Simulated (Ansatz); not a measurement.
# AgI (Iodargyrite): how the settings move a relaxation

Aim: see which settings change the result for AgI (Iodargyrite), by how much, and at what cost.

Method: reference: DFT, PBEsol, PAW with Ansatz's default frozen-core files, scalar-relativistic; relaxation of cell and atoms, in Ansatz 0.2.0.

## Step 1: The system as given

It takes space group P6_3mc (No. 186, hexagonal). Conventional cell: a = 4.590 Å, b = 4.590 Å, c = 7.520 Å, α = 90.00°, β = 90.00°, γ = 120.00°. Around Ag (site symmetry 3m) lie 4 I at 2.78 to 2.82 Å. I (site symmetry 3m) has 4 Ag at 2.78 to 2.82 Å in its first shell of neighbours.

Structure file:

```
CELL_PARAMETERS angstrom
4.59000 0.00000 0.00000
-2.29500 3.97506 0.00000
0.00000 0.00000 7.52000
ATOMIC_POSITIONS crystal
Ag 0.66667 0.33333 0.63000
Ag 0.33333 0.66667 0.13000
I 0.66667 0.33333 0.00000
I 0.33333 0.66667 0.50000
```

## Step 2: Baseline

Input file input.yaml:

```yaml
crystal:
  lattice:
    - [4.59000000001, 0.0, 0.0]
    - [-2.29500000001, 3.97505660338, 0.0]
    - [0.0, 0.0, 7.52]
  atoms:
    - { symbol: Ag, position: [0.666666666667, 0.333333333333, 0.63] }
    - { symbol: Ag, position: [0.333333333333, 0.666666666667, 0.13] }
    - { symbol: I, position: [0.666666666667, 0.333333333333, 0.0] }
    - { symbol: I, position: [0.333333333333, 0.666666666667, 0.5] }
kpoints:
  mp_grid: { grid: [10, 10, 6] }
scf:
  occupations: { method: fermi_dirac, width: 0.05 }
hamiltonian:
  xc: pbesol
  pseudopotentials: { kind: paw }
relax:
  f_tol: 0.002
  max_steps: 80
  cell: {}
output:
  forces: true
  stress: true
```

Started as:

```
ansatz run input.yaml --threads 2 --pin off --max-ram 6144MiB --backend cpu --events-out ev --progress --plain --runs-dir out
```

## Step 3: A further run, with the input changed

input.yaml, as its differences from that of step 2:

```diff
@@ -11,7 +11,7 @@
 kpoints:
-  mp_grid: { grid: [10, 10, 6] }
+  mp_grid: { grid: [6, 6, 4] }
 scf:
-  occupations: { method: fermi_dirac, width: 0.05 }
+  occupations: { method: fixed }
 hamiltonian:
-  xc: pbesol
+  xc: pbe
   pseudopotentials: { kind: paw }
```

(Steps that only read results are left out.)

Q: Predict the outcome of this session. Wanted: for each run, ending; energy change; pressure; gap; force.

As calculated:

| run | ending | energy change | pressure (GPa) | gap (eV) | force (eV/Å) | cycles | time |
| --- | --- | --- | --- | --- | --- | --- | --- |
| reference | converged | - | 0.0 | 1.23 | 0.00 | 29 | 71 s |
| 1: mp_grid.grid [6, 6, 4], occupations.method fixed, xc pbe | converged | not comparable | 0.0 | 1.37 | 0.00 | 33 | 22 s |

After a change of functional the difference of the totals has no physical meaning; the gap on the mesh goes from 1.23 to 1.37 eV and the final volume goes from 134.17 to 145.74 Å³. The k-point mesh and smearing changed too. Cost: 33 SCF cycles against 29, 22 s against 71 s. The gap of the reference lacks spin-orbit coupling, though the cell holds I.
